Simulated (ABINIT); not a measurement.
**Excitons of RbBr (Fm-3m) on ever denser meshes**

Wanted: excitons and ε₂ of RbBr (Fm-3m), with cost.

Calculated with ABINIT 10.8.3; PBE and many-body steps on it, plane waves.

The database entry behind the starting cell differs from later determinations by our own check (about 0.5 % short), so it need not match the best structure at ambient conditions.

### Step 1. Starting point

The structure is cubic, space group Fm-3m (No. 225). The conventional cell has a = 6.854 Å, b = 6.854 Å, c = 6.854 Å, α = 90.00°, β = 90.00°, γ = 90.00°. Nearest to Rb lie 6 Br at 3.43 Å. Nearest to Br lie 6 Rb at 3.43 Å. Farther neighbours and most contacts between anions are not listed.

Coordinates:

```cif
data_structure
_symmetry_space_group_name_H-M 'Fm-3m'
_symmetry_Int_Tables_number 225
_cell_length_a 6.8540
_cell_length_b 6.8540
_cell_length_c 6.8540
_cell_angle_alpha 90.000
_cell_angle_beta 90.000
_cell_angle_gamma 90.000
_cell_volume 321.98
loop_
_atom_site_label
_atom_site_type_symbol
_atom_site_symmetry_multiplicity
_atom_site_Wyckoff_symbol
_atom_site_fract_x
_atom_site_fract_y
_atom_site_fract_z
_atom_site_occupancy
Rb1 Rb 4 a 0.00000 0.00000 0.00000 1
Br1 Br 4 b 0.50000 0.00000 0.00000 1
```

The cell and positions come from the Crystallography Open Database and are kept as given unless a step says otherwise.

### Step 2. Empty states on the mesh, 4×4×4 mesh, 457 bands

This step: ABINIT 10.8.3; DFT, PBE, plane waves, norm-conserving pseudopotentials.

The sums over transitions need many empty states on a uniform mesh; this step solves for them.

run.abi

```
acell 3*1.0 Angstrom
rprim 
  0.000000000000 3.427000000000 3.427000000000
  3.427000000000 0.000000000000 3.427000000000
  3.427000000000 3.427000000000 -0.000000000000
ntypat 2
znucl 37 35
natom 2
typat 1 2
xred 
  0.000000000000 0.000000000000 0.000000000000
  0.500000000000 0.500000000000 0.500000000000
pp_dirpath "pseudos"
pseudos "Rb.upf, Br.upf"
ecut 19
ngkpt 4 4 4
nshiftk 1
shiftk 0 0 0
kptopt 1
chksymbreak 0
irdden 1
istwfk *1
nband 457
prtvol 0
optdriver 6
gwr_task "HDIAGO"
paral_kgb 0
occopt 1
indata_prefix "in"
outdata_prefix "out"
tmpdata_prefix "tmp"
```

The run is started by

```bash
> OMP_NUM_THREADS=1 mpirun -n 4 abinit run.abi > log
```

The log of the run:

```text
.Version 10.8.3 of ABINIT. v10.8.2 released Aug 2026.

 Symmetries : space group Fm -3 m (#225); Bravais cF (face-center cubic)
[... echo of the input left out ...]
== DATASET  1 ==================================================================
-   mpi_nproc: 4, omp_nthreads: 1 (-1 if OMP is not activated)

--- !DatasetInfo
iteration_state: {dtset: 1, }
dimensions: {natom: 2, nkpt: 8, mband: 457, nsppol: 1, nspinor: 1, nspden: 1, mpw: 2180, }
cutoff_energies: {ecut:  19.0, pawecutdg:  -1.0, }
[...]
Direct band gap semiconductor
 Fundamental gap:     4.364 (eV)
   VBM:    -1.042 (eV) at k: [ 0.0000E+00,  0.0000E+00,  0.0000E+00]
   CBM:     3.322 (eV) at k: [ 0.0000E+00,  0.0000E+00,  0.0000E+00]
 Direct gap:         4.364 (eV) at k: [ 0.0000E+00,  0.0000E+00,  0.0000E+00]

== END DATASET(S) ==============================================================
================================================================================

 -outvars: echo values of variables after computation  --------
           etotal      0.0000000000E+00
            nband         457
             nkpt           8
          spgroup         225
 [... the other variables as echoed above ...]

 Calculation completed.
```

It took 22 s on 4 MPI ranks of Arm Neoverse V1, shared host; peak memory 1.3 GiB.

Numbers from this step:

```
gap                                                           : 4.364 eV
k of the valence top                                          : 0, 0, 0
k of the conduction bottom                                    : 0, 0, 0
least direct gap                                              : 4.364 eV
k points computed                                             : 8
lowest point of the top converged band, above the valence top : 175.7721 eV
```

On this mesh the gap is 4.364 eV.

The density comes from a self-consistent run that is not shown.

### Step 3. Screening, 4×4×4 mesh, 449 bands, screening to 239.5 eV

The RPA dielectric matrix is built and inverted for each q.

This step: RPA screening on PBE, plane waves, norm-conserving pseudopotentials.

Changes to run.abi since step 2:

```diff
@@ -20,10 +20,11 @@
 chksymbreak 0
-irdden 1
 istwfk *1
-nband 457
-prtvol 0
-optdriver 6
-gwr_task "HDIAGO"
-paral_kgb 0
 occopt 1
+irdwfk 1
+optdriver 3
+nband 449
+ecuteps 8.8
+inclvkb 2
+awtr 1
+symchi 1
 indata_prefix "in"
```

The log of the run:

```text
.Version 10.8.3 of ABINIT. v10.8.2 released Aug 2026.

 Symmetries : space group Fm -3 m (#225); Bravais cF (face-center cubic)
[... echo of the input left out ...]
== DATASET  1 ==================================================================
-   mpi_nproc: 4, omp_nthreads: 1 (-1 if OMP is not activated)

--- !DatasetInfo
iteration_state: {dtset: 1, }
dimensions: {natom: 2, nkpt: 8, mband: 449, nsppol: 1, nspinor: 1, nspden: 1, mpw: 2180, }
cutoff_energies: {ecut:  19.0, pawecutdg:  -1.0, }
[...]
--------------------------------------------------------------------------------
[... chi0 elements left out ...]
 For q-point:  0.000010 0.000020 0.000030
  dielectric constant =   2.3654
  dielectric constant without local fields =   2.8438

  Average fulfillment of the sum rule on Im[epsilon] for q-point    1 :     97.90  [%]
[... wings left out ...]
  q-point number  2        q = ( 0.250000, 0.000000, 0.000000) [r.l.u.]
--------------------------------------------------------------------------------
[... chi0 elements left out ...]
  Average fulfillment of the sum rule on Im[epsilon] for q-point    2 :     99.99  [%]

 [... 6 further q-points ...]
```

Run time: 4.6 min. Hardware: 4 MPI ranks; peak memory 2.2 GiB.

Numbers from this step:

```
ε∞ with local fields, on this mesh, along the program's q direction : 2.365
the same without local fields                                       : 2.844
plasma frequency                                                    : 16.56 eV
plane waves in the screening matrix                                 : 645
```

Local fields lower ε∞ by 17 %.

### Step 4. Self-energy, 4×4×4 mesh, 449 bands, screening to 239.5 eV

The self-energy is evaluated for the states that the input lists, and the levels follow from it, in one-shot runs by the linearised quasiparticle equation.

This step: G0W0 on PBE, plane waves, norm-conserving pseudopotentials.

Changes to run.abi since step 3:

```diff
@@ -23,8 +23,15 @@
 irdwfk 1
-optdriver 3
+optdriver 4
 nband 449
+gwcalctyp 0
+ecutsigx 19
+symsigma 1
+nkptgw 1
+kptgw 
+  0.0000000000 0.0000000000 0.0000000000
+bdgw 
+  6 12
 ecuteps 8.8
-inclvkb 2
-awtr 1
-symchi 1
+irdscr 1
+ppmodel 1
 indata_prefix "in"
```

The log of the run:

```text
.Version 10.8.3 of ABINIT. v10.8.2 released Aug 2026.

 Symmetries : space group Fm -3 m (#225); Bravais cF (face-center cubic)
[... echo of the input left out ...]
== DATASET  1 ==================================================================
-   mpi_nproc: 4, omp_nthreads: 1 (-1 if OMP is not activated)

--- !DatasetInfo
iteration_state: {dtset: 1, }
dimensions: {natom: 2, nkpt: 8, mband: 449, nsppol: 1, nspinor: 1, nspden: 1, mpw: 2180, }
cutoff_energies: {ecut:  19.0, pawecutdg:  -1.0, }
[...]
10   6.243  -7.381  -3.248  -2.987   0.862  -0.160  -6.393   0.987   7.231
       11   6.243  -7.381  -3.248  -2.987   0.862  -0.160  -6.393   0.987   7.231
       12   6.243  -7.381  -3.248  -2.987   0.862  -0.160  -6.393   0.987   7.231

== END DATASET(S) ==============================================================
================================================================================

 -outvars: echo values of variables after computation  --------
           etotal      0.0000000000E+00
            nband         449
             nkpt           8
          spgroup         225
 [... the other variables as echoed above ...]

 Calculation completed.
```

Elapsed: 2.1 min, on 4 MPI ranks; peak memory 2.8 GiB.

Numbers from this step:

| Item | Value |
| --- | --- |
| G0W0 gap on the points computed | 6.867 eV |
| starting gap on the mesh | 4.364 eV |
| k of the valence top | 0, 0, 0 |
| k of the conduction bottom | 0, 0, 0 |
| least direct G0W0 gap on the computed points | 6.867 eV |

The gap on the mesh goes from 4.36 eV to 6.87 eV, a correction of +2.50 eV.

The gap opens by 2.503 eV; the next steps shift the empty bands rigidly by 2.503 eV.

### Step 5. Excitons

Optical absorption needs the electron-hole interaction, solved here in a basis of vertical transitions on the mesh.

This step: Bethe-Salpeter equation on PBE with a scissors shift, plane waves, norm-conserving pseudopotentials.

Changes to run.abi since step 4:

```diff
@@ -23,15 +23,17 @@
 irdwfk 1
-optdriver 4
-nband 449
-gwcalctyp 0
-ecutsigx 19
-symsigma 1
-nkptgw 1
-kptgw 
-  0.0000000000 0.0000000000 0.0000000000
-bdgw 
-  6 12
-ecuteps 8.8
+optdriver 99
+bs_calctype 1
+mbpt_sciss 2.503 eV
+bs_loband 6
+nband 14
+bs_exchange_term 1
+bs_coulomb_term 11
+bs_coupling 0
+bs_algorithm 1
+bs_freq_mesh 0 13 0.1 eV
+zcut 0.15 eV
+ecuteps 4
+ecutwfn 12
+inclvkb 2
 irdscr 1
-ppmodel 1
 indata_prefix "in"
```

The log of the run:

```text
.Version 10.8.3 of ABINIT. v10.8.2 released Aug 2026.

 Symmetries : space group Fm -3 m (#225); Bravais cF (face-center cubic)
[... echo of the input left out ...]
== DATASET  1 ==================================================================
-   mpi_nproc: 4, omp_nthreads: 1 (-1 if OMP is not activated)

--- !DatasetInfo
iteration_state: {dtset: 1, }
dimensions: {natom: 2, nkpt: 8, mband: 14, nsppol: 1, nspinor: 1, nspden: 1, mpw: 1090, }
cutoff_energies: {ecut:  12.0, pawecutdg:  -1.0, }
electrons: {nelect:   1.60000000E+01, charge:   0.00000000E+00, occopt:   1.00000000E+00, tsmear:   1.00000000E-02, }

 Exciton: Calculation of dielectric properties by solving the Bethe-Salpeter equation
 in frequency domain and reciprocal space on a transitions basis set.
 Based on a program developed by L. Reining, V. Olevano, F. Sottile,
 S. Albrecht, and G. Onida. Incorporated in ABINIT by M. Giantomassi.

.Using double precision arithmetic ; gwpc =  8

[... cell and pseudopotentials left out ...]
--------------------------------------------------------------------------------

 ==== K-mesh for the wavefunctions ====
 Number of points in the irreducible wedge :     8
[... list of points left out ...]
 Together with 48 symmetry operations and time-reversal symmetry
 yields    64 points in the full Brillouin Zone.

 ==== Q-mesh for the screening function ====
 Number of points in the irreducible wedge :     8
[... list of points left out ...]
 Together with 48 symmetry operations and time-reversal symmetry
 yields    64 points in the full Brillouin Zone.

 vcoul_init : cutoff-mode = AUXILIARY_FUNCTION
 q-points for optical limit:   1
     1)      0.000010    0.000020    0.000030
 setmesh: FFT mesh size selected  =    24x   24x   24
          total number of points  =        13824

 ==== Fundamental parameters for the solution of the Bethe-Salpeter equation: ====
 Algorithm: Direct diagonalization.
 Dimension of the v, W matrices,  npweps  = 181
 Cutoff for the wavefunctions,    npwwfn  = 1067
 Number of k-points in the IBZ,   nkibz   = 8
 Highest empty band included,     nband   = 14
 === Spin UP ===
 Number of resonant transitions          1152
 Lowest occupied state                   6
 Highest occupied state                  8
 Lowest unoccupied state                 9
 Highest unoccupied state                14
 Minimum frequency [eV]           Emin    =   0.00
 Maximum frequency [eV]           Emax    =  13.00
 Frequency step [eV]              dE      =   0.10
 Lorentzian broadening [eV]       eta     =   0.15
 RPA L0 with KS energies and KS wavefunctions
 Scissors operator energy [eV] =          2.50
 Local fields effects (v term) included
 Excitonic effects (W term) included
 Full W_GG' included
 W is read from an external SCR file
 Resonant-only calculation (Hermitian case)

 Calculating epsilon_Macro(q-->0,w), along the following directions:
 q = (  1.190152  0.000000  0.000000) [r.l.u.]
 q = (  0.000000  1.190152  0.000000) [r.l.u.]
 q = (  0.000000  0.000000  1.190152) [r.l.u.]
 q = (  0.000000  1.030702  1.030702) [r.l.u.]
 q = (  1.030702  0.000000  1.030702) [r.l.u.]
 q = (  1.030702  1.030702  0.000000) [r.l.u.]
 Number of electrons calculated from density =   15.9965; Expected =   16.0000
 average of density, n =  0.029448
 r_s =    2.0089
 omega_plasma =   16.5533 [eV]

. Writing resonant excitonic Hamiltonian on file out_BSR; file size=   0.01 [Gb].
 Direct diagonalization of the resonant excitonic Hamiltonian, Matrix size= 1152
. Using LAPACK sequential version.
 Excitonic eigenvalues in eV up to n=   32
   5.78118   5.78324   5.78345   6.76393   6.77367   6.77468   7.13451   7.15840
   7.17058   7.17993   7.18701   7.18730   7.20475   7.24298   7.24568   7.25045
   7.26214   7.26528   7.29756   7.29958   7.35642   7.35942   7.36086   7.36167
   7.37557   7.38711   7.38841   7.40369   7.44719   7.44749   7.45042   7.47211

 First excitonic eigenvalue=    5.78 [eV]
 Last  excitonic eigenvalue=   13.29 [eV]

 GW  direct gap       6.87  0.00 [eV]
 EXC direct gap       5.78  0.00 [eV]
 EXC binding energy   1.09  0.00 [eV]

 Excitonic eigenvalues up to the GW energy gap [eV]
  1 (  5.78  0.00)
  2 (  5.78  0.00)
  3 (  5.78  0.00)
  4 (  6.76  0.00)
  5 (  6.77  0.00)
  6 (  6.77  0.00)

 Macroscopic dielectric function:
 omega [eV] <KS_RPA_nlf>  <GW_RPA_nlf>  <BSE>
   0.0000   2.2407   0.0000   1.9307   0.0000   2.1110   0.0000
   0.1000   2.2409   0.0007   1.9308   0.0003   2.1111   0.0005
   0.2000   2.2416   0.0014   1.9311   0.0006   2.1117   0.0010
   0.3000   2.2428   0.0021   1.9316   0.0008   2.1125   0.0016
   0.4000   2.2445   0.0029   1.9322   0.0011   2.1137   0.0021
   0.5000   2.2466   0.0036   1.9331   0.0014   2.1153   0.0026
   0.6000   2.2492   0.0043   1.9341   0.0017   2.1172   0.0032
   0.7000   2.2524   0.0051   1.9353   0.0020   2.1195   0.0037
   0.8000   2.2560   0.0059   1.9368   0.0023   2.1222   0.0043
   0.9000   2.2602   0.0067   1.9384   0.0026   2.1252   0.0048

 Writing KS-RPA macroscopic dielectric function without local fields to file: out_RPA_NLF_MDF
 Writing GW-RPA macroscopic dielectric function without local fields to file: out_GW_NLF_MDF
 Writing EXC Macroscopic dielectric function to file: out_EXC_MDF

== END DATASET(S) ==============================================================
================================================================================

 -outvars: echo values of variables after computation  --------
           etotal      0.0000000000E+00
            nband          14
             nkpt           8
          spgroup         225
 [... the other variables as echoed above ...]

 Calculation completed.
```

It took 48 s on 4 MPI ranks; peak memory 0.37 GiB.

This step gave:

| Quantity | Value |
| --- | --- |
| direct gap of the transition levels | 6.867 eV |
| transitions in the window | 1152 |
| first strong exciton (over a fiftieth of the strongest listed) | 5.781 eV |
| lowest state | 5.781 eV |
| binding of the lowest state below the direct gap | 1.086 eV |
| Coulomb term of one mesh cell | 1.001 eV |

The binding is 1.1 times the screened Coulomb term of one mesh cell (1.00 eV), so it is not shown settled.

The lowest state lies at 5.781 eV, 1.086 eV under the direct gap.

Lines within 3 meV are set at the lowest of them, and the highest group, which the list may cut short, is left out. Lines of the exciton spectrum (strongest = 100):

| position (eV) | lines merged | oscillator strength, relative |
| --- | --- | --- |
| 5.781 | 3 | 92 |
| 6.764 | 1 | 55 |
| 6.774 | 2 | 100 |
| 7.135 | 1 | 0.2 |
| 7.158 | 1 | 5.0 |
| 7.171 | 1 | 4.6 |
| 7.180 | 1 | 0.0 |
| 7.187 | 2 | 0.3 |
| 7.205 | 1 | 15 |
| 7.243 | 2 | 0.0 |

The ε₂ has structure finer than the step of the table below, so its rows give means over 0.5 eV, whole bins alone (the curve runs from 0 to 13 eV). Peaks (eV: height): BSE 5.80: 2.86, 6.80: 4.72, 8.20: 2.45, 9.60: 3.31, 10.20: 3.44, 11.50: 2.80; no electron-hole interaction 6.90: 0.760, 8.30: 3.86, 10.10: 3.66, 11.80: 4.19; Kohn-Sham, no shift 4.40: 0.752, 5.80: 3.87, 7.60: 3.66, 9.30: 4.19.

Mean over the three Cartesian directions of q; broadening 0.15 eV; transition window only. Limits: finite bands, cutoff and mesh; no spin-orbit coupling; exciton not shown settled in the k mesh. ε₂ against photon energy; means over each step:

| photon energy (eV) | BSE | no electron-hole interaction | Kohn-Sham, no shift |
| --- | --- | --- | --- |
| 0.5 | 0.00265 | 0.00140 | 0.00361 |
| 1.0 | 0.00545 | 0.00290 | 0.00752 |
| 1.5 | 0.00860 | 0.00444 | 0.0120 |
| 2.0 | 0.0123 | 0.00616 | 0.0176 |
| 2.5 | 0.0171 | 0.00815 | 0.0253 |
| 3.0 | 0.0235 | 0.0105 | 0.0376 |
| 3.5 | 0.0329 | 0.0134 | 0.0637 |
| 4.0 | 0.0485 | 0.0170 | 0.216 |
| 4.5 | 0.0795 | 0.0220 | 0.477 |
| 5.0 | 0.171 | 0.0292 | 0.260 |
| 5.5 | 1.02 | 0.0409 | 1.23 |
| 6.0 | 1.44 | 0.0664 | 2.24 |
| 6.5 | 1.88 | 0.216 | 2.07 |
| 7.0 | 2.57 | 0.482 | 3.17 |
| 7.5 | 1.59 | 0.262 | 3.27 |
| 8.0 | 1.87 | 1.21 | 2.30 |
| 8.5 | 1.87 | 2.26 | 2.24 |
| 9.0 | 1.75 | 2.06 | 3.55 |
| 9.5 | 2.51 | 3.17 | 3.39 |
| 10.0 | 2.82 | 3.28 | 2.76 |
| 10.5 | 2.66 | 2.31 | 1.40 |
| 11.0 | 2.28 | 2.24 | 0.472 |
| 11.5 | 2.41 | 3.55 | 0.255 |
| 12.0 | 1.59 | 3.40 | 0.0939 |
| 12.5 | 0.587 | 2.77 | 0.0570 |

### Step 6. Triplet (no exchange term)

Changes to run.abi since step 5:

```diff
@@ -27,4 +27,4 @@
 bs_loband 6
-nband 14
-bs_exchange_term 1
+nband 12
+bs_exchange_term 0
 bs_coulomb_term 11
@@ -32,3 +32,3 @@
 bs_algorithm 1
-bs_freq_mesh 0 13 0.1 eV
+bs_freq_mesh 0 11 0.1 eV
 zcut 0.15 eV
```

The log of the run:

```text
.Version 10.8.3 of ABINIT. v10.8.2 released Aug 2026.

 Symmetries : space group Fm -3 m (#225); Bravais cF (face-center cubic)
[... echo of the input left out ...]
== DATASET  1 ==================================================================
-   mpi_nproc: 4, omp_nthreads: 1 (-1 if OMP is not activated)

--- !DatasetInfo
iteration_state: {dtset: 1, }
dimensions: {natom: 2, nkpt: 8, mband: 12, nsppol: 1, nspinor: 1, nspden: 1, mpw: 1090, }
cutoff_energies: {ecut:  12.0, pawecutdg:  -1.0, }
electrons: {nelect:   1.60000000E+01, charge:   0.00000000E+00, occopt:   1.00000000E+00, tsmear:   1.00000000E-02, }

 Exciton: Calculation of dielectric properties by solving the Bethe-Salpeter equation
 in frequency domain and reciprocal space on a transitions basis set.
 Based on a program developed by L. Reining, V. Olevano, F. Sottile,
 S. Albrecht, and G. Onida. Incorporated in ABINIT by M. Giantomassi.

.Using double precision arithmetic ; gwpc =  8

[... cell and pseudopotentials left out ...]
--------------------------------------------------------------------------------

 ==== K-mesh for the wavefunctions ====
 Number of points in the irreducible wedge :     8
[... list of points left out ...]
 Together with 48 symmetry operations and time-reversal symmetry
 yields    64 points in the full Brillouin Zone.

 ==== Q-mesh for the screening function ====
 Number of points in the irreducible wedge :     8
[... list of points left out ...]
 Together with 48 symmetry operations and time-reversal symmetry
 yields    64 points in the full Brillouin Zone.

 vcoul_init : cutoff-mode = AUXILIARY_FUNCTION
 q-points for optical limit:   1
     1)      0.000010    0.000020    0.000030
 setmesh: FFT mesh size selected  =    24x   24x   24
[...]
average of density, n =  0.029448
 r_s =    2.0089
 omega_plasma =   16.5533 [eV]

. Writing resonant excitonic Hamiltonian on file out_BSR; file size=   0.00 [Gb].
 Direct diagonalization of the resonant excitonic Hamiltonian, Matrix size= 768
. Using LAPACK sequential version.
 Excitonic eigenvalues in eV up to n=   32
   5.73714   5.74136   5.74164   6.65514   6.67391   6.67507   7.09331   7.09739
   7.11443   7.11771   7.18253   7.18821   7.18904   7.21805   7.22156   7.22741
   7.23878   7.24318   7.26498   7.26767   7.36019   7.36327   7.36509   7.36666
   7.36943   7.38296   7.38359   7.40409   7.42906   7.44654   7.44683   7.45042

 First excitonic eigenvalue=    5.74 [eV]
 Last  excitonic eigenvalue=   12.04 [eV]

 GW  direct gap       6.87  0.00 [eV]
 EXC direct gap       5.74  0.00 [eV]
 EXC binding energy   1.13  0.00 [eV]

 Excitonic eigenvalues up to the GW energy gap [eV]
  1 (  5.74  0.00)
  2 (  5.74  0.00)
  3 (  5.74  0.00)
  4 (  6.66  0.00)
  5 (  6.67  0.00)
  6 (  6.68  0.00)

 Macroscopic dielectric function:
 omega [eV] <KS_RPA_nlf>  <GW_RPA_nlf>  <BSE>
   0.0000   2.0299   0.0000   1.7629   0.0000   1.9889   0.0000
   0.1000   2.0302   0.0006   1.7630   0.0002   1.9891   0.0006
   0.2000   2.0308   0.0013   1.7633   0.0005   1.9897   0.0011
[...]
0.8000   2.0439   0.0053   1.7683   0.0020   2.0012   0.0047
   0.9000   2.0477   0.0060   1.7697   0.0023   2.0045   0.0053

 Writing KS-RPA macroscopic dielectric function without local fields to file: out_RPA_NLF_MDF
 Writing GW-RPA macroscopic dielectric function without local fields to file: out_GW_NLF_MDF
 Writing EXC Macroscopic dielectric function to file: out_EXC_MDF

== END DATASET(S) ==============================================================
================================================================================

 -outvars: echo values of variables after computation  --------
           etotal      0.0000000000E+00
            nband          12
             nkpt           8
          spgroup         225
 [... the other variables as echoed above ...]

 Calculation completed.
```

Wall time 22 s (4 MPI ranks); peak memory 0.35 GiB.

The lowest triplet lies at 5.737 eV; without spin-orbit coupling triplets are dark, so no spectrum is read.

[end of part 1 of 3]

[Paths, hosts, dates, memory and timing lines, banners, echoed tables and standing remarks are left out of the program output.]

[Logs are printed without paths, hosts, clocks, repeated set-up lines and the standing remarks that a program may print on its own settings, such as how far it seeks lower states.]

[Runs of the session that timed out or met a known fault of the program may be left out.]

[Hosts, paths, dates, database ids (printed as entryN), source tags and the programs' standing remarks are cut or masked in the printed files.]

[G0W0 gaps are taken among the corrected bands and points alone; a level outside them can change the order at an edge.]

[Where Ansatz stands beside ABINIT at settings called matched, ABINIT's density can come from a denser mesh and the files from another edition; pairs whose starting gaps differed by over 0.03 eV were left out, so agreement reads better than it is.]
